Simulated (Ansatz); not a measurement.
Calculation for bcc Ta (100), 4 layers: DFT, PBE, PAW with Ansatz's default frozen-core files, scalar-relativistic (Ansatz 0.2.0).

The slab is cut from a bulk crystal relaxed on PAW files (its atoms may have been relaxed since).

Command: `ansatz run input.yaml --threads 1 --pin off --max-ram 3584MiB --backend cpu --events-out ev --progress --plain --runs-dir out` It took 9.7 s on 1 thread of Intel(R) Xeon(R) 6975P-C (Granite Rapids), on a shared host, peak memory 0.49 GiB.

```yaml
crystal:
  lattice:
    - [3.319554717, 0.0, 0.0]
    - [0.0, 3.319554717, 0.0]
    - [0.0, 0.0, 20.9793]
  atoms:
    - { symbol: Ta, position: [0.25, 0.25, 0.3813274972] }
    - { symbol: Ta, position: [0.75, 0.75, 0.4604424988] }
    - { symbol: Ta, position: [0.25, 0.25, 0.5395575008] }
    - { symbol: Ta, position: [0.75, 0.75, 0.6186725028] }
kpoints:
  mp_grid: { grid: [12, 12, 1] }
scf:
  occupations: { method: fermi_dirac, width: 0.08 }
hamiltonian:
  xc: pbe
  pseudopotentials: { kind: paw }
output:
  forces: true
  stress: true
  eigenvalues: true
  populations: true
efield:
  axis: 3
  amplitude: 0
  dipole_correction: true
```

Output:

```
Engine: ansatz 0.2.0
Pseudopotentials: kind: paw
Pseudopotential: Ta, paw, valence charge 13, recommended cutoff 420 eV (normal), Ta.paw.azcp
Functional definition: PBE
  parameter kappa = 0.804
  parameter beta = 0.06672455060314922
  exchange = pbe_x(kappa = kappa, mu = beta*pi^2/3)
  correlation = pbe_c(beta = beta)
Crystal: 4 atoms, lattice volume = 231.180 Å³
Basis set: ecut = 420 eV, 4559 PW (Γ), exchange–correlation on 48×48×288 points (8 copies of the dense FFT grid, shifted against one another)
Bands: 32, of which v1, the nominal top of the filled ones, is band 26 counted from 1 (25 counted from 0)
Symmetry: 8 space group operations
k-points: 28 of 144
Non-local potential: Ta, projectors of the file, l = 0: 3, l = 1: 2, l = 2: 2, l = 3: 1
PAW form: soft (Blöchl's): semilocal exchange-correlation on the pseudo side does not see the compensation charge
PAW one-centre angular grid: Ta, 590 points (default); XC on 64 Gauss nodes
Initial density: superposition of atomic densities (neutral atoms: chi_scale 0, normalization atom), corrected by the library's trained network
Initial wavefunctions: pseudopotential atomic-orbital guess
Functional: x = pbe(κ = 0.804, μ = 0.2195149727645171), c = pbe(β = 0.06672455060314922)
SCF iter   1: F=—  HF=-39725.171773 eV  |F-HF|=—  |Δ(HF+E_count)|=         —  Δρ=6.83e-3  dr2=5.68e-1  ethr=1.77e-3  p=0.000 e·Å  D=5.84e-11 V/Å  ΔV_dip=-0.00 eV  dr2_dipole=8.03e-7  V_vac-E_F(+/−)=3.94/3.94 eV  ⟨swp⟩=7.6  Hψ=4324  notcnv=0
efield: sawtooth ramp at fractional position 0.9500 (placed from the atoms, in the widest stretch of the axis that holds none; the zero of the levels goes with the place), width 0.1000; the density the first Hamiltonian is built on has a dipole p = 0.000 e·Å; the dipole correction subtracts the counter field D = 5.84e-11 V/Å, which shifts the + side's vacuum level by -0.00 eV against the − side's; the planar-averaged density in the ramp window peaks in size at 7.2e-5 e/Å³
preconditioner: auto → LDOS  [metal: Δε(μ)=0.020 eV  Ē_g=3.317 eV  σ=0.080 eV  W_gap=0.06  n_scr=42 (ndim 8)  ℏωp=10.9 eV  f_vac=0.563  D(μ)=4.67/eV (n_scr^D=16)  β→1.0]
SCF iter   2: F=—  HF=-39725.148068 eV  |F-HF|=—  |Δ(HF+E_count)|=   2.37e-2  Δρ=4.26e-3  dr2=2.85e-1  ethr=1.09e-3  p=0.000 e·Å  D=6.89e-6 V/Å  ΔV_dip=-0.00 eV  dr2_dipole=4.93e-7  V_vac-E_F(+/−)=3.93/3.93 eV  ⟨swp⟩=2.7  Hψ=1607  notcnv=0
SCF iter   3: F=—  HF=-39725.129832 eV  |F-HF|=—  |Δ(HF+E_count)|=   1.82e-2  Δρ=9.30e-4  dr2=8.39e-3  ethr=5.47e-4  p=0.000 e·Å  D=5.72e-6 V/Å  ΔV_dip=-0.00 eV  dr2_dipole=1.26e-7  V_vac-E_F(+/−)=3.96/3.96 eV  ⟨swp⟩=2.2  Hψ=1273  notcnv=0
SCF iter   4: F=—  HF=-39725.130081 eV  |F-HF|=—  |Δ(HF+E_count)|=   2.49e-4  Δρ=2.22e-4  dr2=2.86e-4  ethr=1.61e-5  p=-0.000 e·Å  D=-3.67e-7 V/Å  ΔV_dip=0.00 eV  dr2_dipole=6.40e-11  V_vac-E_F(+/−)=3.97/3.97 eV  ⟨swp⟩=2.1  Hψ=1170  notcnv=0
SCF iter   5: F=—  HF=-39725.130127 eV  |F-HF|=—  |Δ(HF+E_count)|=   4.62e-5  Δρ=9.71e-5  dr2=2.98e-5  ethr=5.49e-7  p=0.000 e·Å  D=6.64e-7 V/Å  ΔV_dip=-0.00 eV  dr2_dipole=1.02e-11  V_vac-E_F(+/−)=3.98/3.98 eV  ⟨swp⟩=2.2  Hψ=1333  notcnv=0
SCF iter   6: F=—  HF=-39725.130309 eV  |F-HF|=—  |Δ(HF+E_count)|=   1.82e-4  Δρ=1.80e-5  dr2=4.57e-6  ethr=5.73e-8  p=-0.000 e·Å  D=-1.41e-7 V/Å  ΔV_dip=0.00 eV  dr2_dipole=1.02e-10  V_vac-E_F(+/−)=3.99/3.99 eV  ⟨swp⟩=2.2  Hψ=1418  notcnv=0
SCF iter   7: F=—  HF=-39725.130310 eV  |F-HF|=—  |Δ(HF+E_count)|=   4.80e-7  Δρ=7.24e-6  dr2=2.66e-7  ethr=8.79e-9  p=0.000 e·Å  D=3.76e-7 V/Å  ΔV_dip=-0.00 eV  dr2_dipole=5.61e-11  V_vac-E_F(+/−)=3.99/3.99 eV  ⟨swp⟩=2.1  Hψ=1182  notcnv=0
SCF iter   8: F=-39725.130310 eV  HF=-39725.130310 eV  |F-HF|=8.99e-9  |Δ(HF+E_count)|=   1.25e-7  Δρ=2.99e-6  dr2=4.37e-8  ethr=1.92e-10  p=-0.000 e·Å  D=-1.46e-7 V/Å  ΔV_dip=0.00 eV  dr2_dipole=1.16e-11  V_vac-E_F(+/−)=3.99/3.99 eV  ⟨swp⟩=8.2  Hψ=4181  notcnv=0
SCF 1 converged in 8 iterations: F = -39725.130310 eV  dr2 = 4.37e-8
  greatest PAW one-centre occupation: 0.999 electrons in one spin orbital (limit 2), on the Ta atom at site 2 (counted from 0), in its partial waves of l = 0
SCF converged after 8 iterations
Free energy (F): -39725.130310 eV
Harris-Foulkes:  -39725.130310 eV  (|F-HF|=8.99e-9)
Internal energy: -39725.029506 eV  (E = F + TS)
E sigma→0 (E₀):  -39725.079908 eV
Entropy (-TS):   -0.100804 eV (-25.201 meV/atom)
Fermi energy:    3.406459 eV
Dipole field:    D = 0.000004 V/Å  (p = 0.000005 e·Å, saw-weighted, corrected)
Work function:   Φ+ = 3.9947 eV   Φ− = 3.9948 eV
Levels:          The Fermi level and band energies are counted from a zero that moves with the ramp; work functions are not
--- Per-component energies (eV) ---
  E_band       = -1234.517953
  E_kinetic    = 1448.948702
  E_local      = -38904.677079  (includes V_loc(G=0)·N_el)
  E_nonlocal   = 57.042521
  E_hartree    = 18709.400398
  E_xc         = -866.197820
  E_vxc        = -805.922235  (∫ρ·V_xc dr)
  E_paw        = -33584.364325  (= ΣΔE_a)
  E_vpaw       = -448.741190  (= ΣTr[D̂ρ^β])
  E_aug_tail   = 0.000571  (compensation charges beyond the density's cutoff)
  E_efield     = 0.000000  (sawtooth field / dipole correction)
  E_vefield    = 0.000000  (∫n·V_field dr)
  E_ewald      = 13414.817526
  E_smearing   = -0.100804  (= −TS)
  E_closure    = -0.000000  (closes the sum)
  Σ components = -39725.130310   (vs F -39725.130310, Δ=0.00e0)
--- Forces (eV/Å), atoms counted from 1 ---
  atom   1  Ta     0.00000000     0.00000000     0.99256931
  atom   2  Ta     0.00000000     0.00000000    -0.71102884
  atom   3  Ta     0.00000000     0.00000000     0.71104908
  atom   4  Ta     0.00000000     0.00000000    -0.99259248
  max |Σ_I F_I| component: 2.93e-6 eV/Å
--- Stress (GPa, compression-positive) ---
       -4.935912       0.000000       0.000000
        0.000000      -4.935912       0.000000
       -0.000000       0.000000      -2.607135
  P = ⅓ Tr σ = -4.1597 GPa (-41.597 kbar)
--- Band table (eV; the first three rows and the last of 28) ---
  k-point 0: bands = ["-64.9129", "-64.9123", "-64.0363", "-63.9426", "-31.4842", "-31.4622", "-31.3090", "-31.3090", "-31.2893", "-31.2893", "-30.7095", "-30.5711", "-30.5711", "-30.2995", "-30.2012", "-30.2012", "-3.9572", "-2.0249", "-0.2009", "-0.0750", "-0.0508", "1.0717", "3.2027", "3.2053", "3.3986", "3.7347", "3.7347", "3.9764", "3.9764", "4.1574", "5.2246", "5.2681"]
  k-point 1: bands = ["-64.9123", "-64.9118", "-64.0344", "-63.9439", "-31.4884", "-31.4615", "-31.3203", "-31.3102", "-31.3045", "-31.2863", "-30.7035", "-30.5918", "-30.5671", "-30.2856", "-30.2102", "-30.2090", "-3.8171", "-1.9230", "-0.1200", "0.0022", "0.0274", "1.1228", "3.0193", "3.1722", "3.3676", "3.5995", "3.6480", "3.8948", "4.0534", "4.3966", "4.6772", "5.3647"]
  k-point 2: bands = ["-64.9106", "-64.9102", "-64.0289", "-63.9477", "-31.4995", "-31.4607", "-31.3628", "-31.3523", "-31.2920", "-31.2779", "-30.6935", "-30.6369", "-30.5550", "-30.2581", "-30.2316", "-30.2309", "-3.4118", "-1.6482", "0.0443", "0.0470", "0.3644", "1.3882", "2.7139", "3.1163", "3.1322", "3.3232", "3.3413", "4.1970", "4.2724", "4.3629", "4.3977", "5.6010"]
  k-point 27: bands = ["-64.8971", "-64.8971", "-63.9777", "-63.9777", "-31.5303", "-31.5303", "-31.4814", "-31.4814", "-31.4050", "-31.4050", "-30.7696", "-30.7696", "-30.5074", "-30.5074", "-30.2638", "-30.2638", "-0.4042", "-0.4042", "1.3025", "1.3025", "1.4898", "1.4898", "1.6923", "1.6923", "2.8197", "2.8197", "5.1584", "5.1584", "5.7802", "5.7802", "5.8026", "5.8026"]
--- Löwdin populations: 4 sites ---
  site symbol       q [e]
     0     Ta     12.8693
     1     Ta     12.8787
     2     Ta     12.8787
     3     Ta     12.8693
  spilling = 0.009692 (of n_electrons = 52.000000)
```

populations.tsv:

```
# site	symbol	l	j	q
# orbitals = lowdin
# n_electrons = 52.000000
# spilling = 0.009692
0	Ta	0_5S	-	1.973706
0	Ta	0_6S	-	1.032936
0	Ta	1_5P	-	5.980683
0	Ta	2_5D	-	3.881937
1	Ta	0_5S	-	1.953430
1	Ta	0_6S	-	0.874138
1	Ta	1_5P	-	5.981624
1	Ta	2_5D	-	4.069544
2	Ta	0_5S	-	1.953430
2	Ta	0_6S	-	0.874139
2	Ta	1_5P	-	5.981624
2	Ta	2_5D	-	4.069552
3	Ta	0_5S	-	1.973706
3	Ta	0_6S	-	1.032935
3	Ta	1_5P	-	5.980683
3	Ta	2_5D	-	3.881935
```

Next run (atoms relaxed), as changes to the input before:

```diff
   eigenvalues: true
-  populations: true
+relax:
+  f_tol: 0.01
+  max_steps: 40
 efield:
```

Results part of the output:

```
Warning: output.stress: scf.convergence.dr2_threshold = 1e-7 eV (the SCF's general default) is looser than the 4e-10 eV advised for a printed stress (1e-10 eV for each atom of the cell: 4). What an SCF threshold leaves in a stress goes as its square root, and in the free energy as the threshold itself, and one threshold admits the most on a small cell: of the crystals measured, under no hybrid fun
SCF converged after 2 iterations
Free energy (F): -39725.283017 eV
Harris-Foulkes:  -39725.283017 eV  (|F-HF|=4.79e-8)
Internal energy: -39725.174870 eV  (E = F + TS)
E sigma→0 (E₀):  -39725.228944 eV
Entropy (-TS):   -0.108147 eV (-27.037 meV/atom)
Fermi energy:    3.453931 eV
Dipole field:    D = 0.000000 V/Å  (p = 0.000001 e·Å, saw-weighted, corrected)
Work function:   Φ+ = 3.8497 eV   Φ− = 3.8497 eV
Levels:          The Fermi level and band energies are counted from a zero that moves with the ramp; work functions are not
--- Per-component energies (eV) ---
  E_band       = -1228.376824
  E_kinetic    = 1455.487813
  E_local      = -40460.081205  (includes V_loc(G=0)·N_el)
  E_nonlocal   = 59.223419
  E_hartree    = 19488.176937
  E_xc         = -868.611572
  E_vxc        = -809.141887  (∫ρ·V_xc dr)
  E_paw        = -33585.530180  (= ΣΔE_a)
  E_vpaw       = -450.181952  (= ΣTr[D̂ρ^β])
  E_aug_tail   = 0.000588  (compensation charges beyond the density's cutoff)
  E_efield     = 0.000000  (sawtooth field / dipole correction)
  E_vefield    = 0.000000  (∫n·V_field dr)
[... lines left out ...]
  Σ components = -39725.283017   (vs F -39725.283017, Δ=0.00e0)
--- Forces (eV/Å), atoms counted from 1 ---
  atom   1  Ta    -0.00000000     0.00000000     0.00120053
  atom   2  Ta     0.00000000     0.00000000    -0.00304291
  atom   3  Ta     0.00000000     0.00000000     0.00304288
  atom   4  Ta     0.00000000     0.00000000    -0.00120069
  max |Σ_I F_I| component: 1.88e-7 eV/Å
--- Stress (GPa, compression-positive) ---
       -2.016215       0.000000      -0.000000
        0.000000      -2.016215       0.000000
       -0.000000       0.000000      -0.000441
  P = ⅓ Tr σ = -1.3443 GPa (-13.443 kbar)
--- Band table (eV; the first three rows and the last of 28) ---
  k-point 0: bands = ["-64.6578", "-64.6564", "-63.8381", "-63.7480", "-31.3012", "-31.2565", "-31.1359", "-31.1359", "-31.0950", "-31.0950", "-30.5498", "-30.3499", "-30.3499", "-30.1158", "-30.0115", "-30.0115", "-3.9812", "-1.9401", "-0.4471", "-0.0439", "0.2269", "0.8246", "3.3142", "3.4872", "3.6964", "3.8398", "3.9194", "3.9194", "4.0412", "4.0412", "4.8869", "5.1789"]
  k-point 1: bands = ["-64.6569", "-64.6556", "-63.8365", "-63.7494", "-31.3099", "-31.2581", "-31.1441", "-31.1280", "-31.1221", "-31.0899", "-30.5323", "-30.3754", "-30.3497", "-30.0961", "-30.0235", "-30.0214", "-3.8384", "-1.8396", "-0.3522", "0.0445", "0.2395", "0.8993", "3.2471", "3.2928", "3.4851", "3.5560", "3.6789", "4.1566", "4.1885", "4.2353", "4.5570", "5.3842"]
  k-point 2: bands = ["-64.6547", "-64.6535", "-63.8318", "-63.7535", "-31.3319", "-31.2666", "-31.1840", "-31.1702", "-31.1061", "-31.0756", "-30.4963", "-30.4252", "-30.3480", "-30.0602", "-30.0516", "-30.0499", "-3.4257", "-1.5708", "-0.1370", "0.1406", "0.3328", "1.2771", "2.7857", "3.0246", "3.1324", "3.2520", "3.6104", "4.1849", "4.3942", "4.4358", "4.4935", "5.8342"]
  k-point 27: bands = ["-64.6382", "-64.6382", "-63.7840", "-63.7840", "-31.4042", "-31.4042", "-31.3172", "-31.3172", "-31.2065", "-31.2065", "-30.5070", "-30.5070", "-30.3410", "-30.3410", "-30.0528", "-30.0528", "-0.4352", "-0.4352", "1.4328", "1.4328", "1.7206", "1.7206", "1.8712", "1.8712", "2.7552", "2.7552", "5.1536", "5.1536", "5.8637", "5.8637", "5.9419", "5.9419"]
--- Relaxed structure (6 steps of the walk, 6 accepted, 0 SCFs on fresh bases) ---
  F+E_penalty+E_count = -39725.28301725 eV   max|allowed force component| = 3.043e-3 eV/Å
  atoms:
    - { symbol: Ta, position: [0.25, 0.25, 0.38825912212490565] }
    - { symbol: Ta, position: [0.75, 0.75, 0.4601054002296245] }
    - { symbol: Ta, position: [0.25, 0.25, 0.5398945964942498] }
    - { symbol: Ta, position: [0.75, 0.75, 0.6117408807512202] }
```

Next run (vacuum of 11 Å), as changes to the input before:

```diff
-    - [0.0, 0.0, 20.9793]
+    - [0.0, 0.0, 15.6885]
   atoms:
-    - { symbol: Ta, position: [0.25, 0.25, 0.3813274972] }
-    - { symbol: Ta, position: [0.75, 0.75, 0.4604424988] }
-    - { symbol: Ta, position: [0.25, 0.25, 0.5395575008] }
-    - { symbol: Ta, position: [0.75, 0.75, 0.6186725028] }
+    - { symbol: Ta, position: [0.25, 0.25, 0.3505755535] }
+    - { symbol: Ta, position: [0.75, 0.75, 0.4466513174] }
+    - { symbol: Ta, position: [0.25, 0.25, 0.5533486744] }
+    - { symbol: Ta, position: [0.75, 0.75, 0.6494244465] }
 kpoints:
   eigenvalues: true
-relax:
-  f_tol: 0.01
-  max_steps: 40
 efield:
```

Command: `ansatz run input.yaml --threads 1 --pin off --max-ram 3584MiB --backend cpu --events-out ev --progress --plain --runs-dir out` It took 6.5 s on 1 thread of Intel(R) Xeon(R) 6975P-C (Granite Rapids), with other jobs on the host, peak memory 0.42 GiB.

Results part of the output:

```
WARN: efield: at this solve's end the planar-averaged density reaches 3.55e-4 e/Å³ inside the ramp window [0.8863, 0.1137] (bound 1e-5 e/Å³); the window's nearer edge stands 3.72 Å from this solve's nearest atom along the axis. Its work functions, free energy, forces, stress, dipole, levels and responses can be off, and this figure does not tell by how much. The cell may have no vacuum along `efield.axis`. A short vacuum, a low `basis.ecutwfc` or `basis.ecutrho_ratio` and negative occupations (`scf.occupations.method`) can put density there. See the manual's quickstart, § The vacuum guard
SCF 1 converged in 8 iterations: F = -39725.283157 eV  dr2 = 4.73e-8
  greatest PAW one-centre occupation: 0.999 electrons in one spin orbital (limit 2), on the Ta atom at site 2 (counted from 0), in its partial waves of l = 0
SCF converged after 8 iterations
Free energy (F): -39725.283157 eV
Harris-Foulkes:  -39725.283157 eV  (|F-HF|=6.98e-10)
Internal energy: -39725.175138 eV  (E = F + TS)
E sigma→0 (E₀):  -39725.229148 eV
Entropy (-TS):   -0.108018 eV (-27.005 meV/atom)
Fermi energy:    5.916505 eV
Dipole field:    D = 0.000001 V/Å  (p = 0.000001 e·Å, saw-weighted, corrected)
Work function:   Φ+ = 3.8430 eV (in doubt: plateau slope 4.3e-2 eV/Å)   Φ− = 3.8456 eV (in doubt: plateau slope 3.2e-2 eV/Å)
Levels:          The Fermi level and band energies are counted from a zero that moves with the ramp; work functions are not
Vacuum region:   at the solve's end the planar-averaged density reaches 3.55e-4 e/Å³ inside the ramp window [0.8863, 0.1137] (bound 1e-5 e/Å³)
--- Per-component energies (eV) ---
  E_band       = -1100.320044
  E_kinetic    = 1455.485468
  E_local      = -23222.203528  (includes V_loc(G=0)·N_el)
  E_nonlocal   = 59.223581
  E_hartree    = 10933.233486
  E_xc         = -868.610481
[... lines left out ...]
  E_vefield    = 0.000000  (∫n·V_field dr)
  E_ewald      = 5503.225911
  E_smearing   = -0.108018  (= −TS)
  E_closure    = -0.000000  (closes the sum)
  Σ components = -39725.283157   (vs F -39725.283157, Δ=0.00e0)
--- Forces (eV/Å), atoms counted from 1 ---
  atom   1  Ta     0.00000000     0.00000000     0.00132303
  atom   2  Ta    -0.00000000     0.00000000    -0.00295023
  atom   3  Ta     0.00000000     0.00000000     0.00295481
  atom   4  Ta     0.00000000     0.00000000    -0.00132892
  max |Σ_I F_I| component: 1.32e-6 eV/Å
--- Stress (GPa, compression-positive) ---
       -2.696520       0.000000      -0.000000
        0.000000      -2.696520       0.000000
       -0.000000       0.000000      -0.002818
  P = ⅓ Tr σ = -1.7986 GPa (-17.986 kbar)
--- Band table (eV; the first three rows and the last of 28) ---
  k-point 0: bands = ["-62.1952", "-62.1938", "-61.3754", "-61.2853", "-28.8387", "-28.7940", "-28.6733", "-28.6733", "-28.6324", "-28.6324", "-28.0871", "-27.8872", "-27.8872", "-27.6531", "-27.5488", "-27.5488", "-1.5186", "0.5225", "2.0156", "2.4188", "2.6895", "3.2872", "5.7709", "5.9573", "6.1590", "6.3025", "6.3821", "6.3821", "6.5038", "6.5038", "7.3495", "7.6415"]
  k-point 1: bands = ["-62.1944", "-62.1931", "-61.3738", "-61.2867", "-28.8474", "-28.7955", "-28.6815", "-28.6654", "-28.6595", "-28.6273", "-28.0696", "-27.9127", "-27.8870", "-27.6334", "-27.5608", "-27.5587", "-1.3757", "0.6230", "2.1105", "2.5071", "2.7020", "3.3619", "5.7120", "5.7509", "5.9478", "6.0222", "6.1416", "6.6174", "6.6515", "6.6979", "7.0197", "7.8512"]
  k-point 2: bands = ["-62.1921", "-62.1910", "-61.3691", "-61.2908", "-28.8693", "-28.8041", "-28.7214", "-28.7076", "-28.6435", "-28.6130", "-28.0336", "-27.9625", "-27.8853", "-27.5975", "-27.5889", "-27.5872", "-0.9630", "0.8919", "2.3257", "2.6032", "2.7954", "3.7397", "5.2493", "5.4872", "5.5951", "5.7123", "6.0749", "6.6476", "6.8568", "6.8936", "6.9588", "8.3062"]
  k-point 27: bands = ["-62.1757", "-62.1757", "-61.3213", "-61.3213", "-28.9416", "-28.9416", "-28.8546", "-28.8546", "-28.7440", "-28.7440", "-28.0443", "-28.0443", "-27.8783", "-27.8783", "-27.5901", "-27.5901", "2.0275", "2.0275", "3.8954", "3.8954", "4.1832", "4.1832", "4.3338", "4.3338", "5.2178", "5.2178", "7.6163", "7.6163", "8.3263", "8.3263", "8.4045", "8.4045"]
```

Spin–orbit coupling is left out, which matters for the heavy atoms. The program warned of electron density in the middle of the vacuum in some runs, so work functions there carry some error.
